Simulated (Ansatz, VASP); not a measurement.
**One calculation of Nb, two programs**

```xyz
1
Lattice="-1.6556 1.6556 1.6556 1.6556 -1.6556 1.6556 1.6556 1.6556 -1.6556" Properties=species:S:1:pos:R:3 pbc="T T T"
Nb    0.0000    0.0000    0.0000
```

Alike in both runs: functional PBE; k mesh 18 × 18 × 18; occupations gaussian, width 0.1 eV; no spin polarisation.

Ansatz relaxed the structure, and its values are those at the end. VASP's run is a single point on that final structure, the one shown.

```csv
,VASP,Ansatz
version,VASP 6.6.1,Ansatz 0.2.0
potentials or method,"VASP PAW PBE potentials, release 64 (Nb_sv)","scalar-relativistic, plane waves, PAW"
plane-wave cutoff (eV),520,420
valence electrons in the cell,13,13
```

```csv
,VASP,Ansatz,Ansatz less VASP
gap on the k mesh at the Fermi level (eV),none,none,-
pressure (GPa),-0.3,0.0,+0.31
```

A gap of «none» marks a metal or a gap that the smearing closes. With one functional, cell and mesh, what is left measures potentials, basis and numerics.
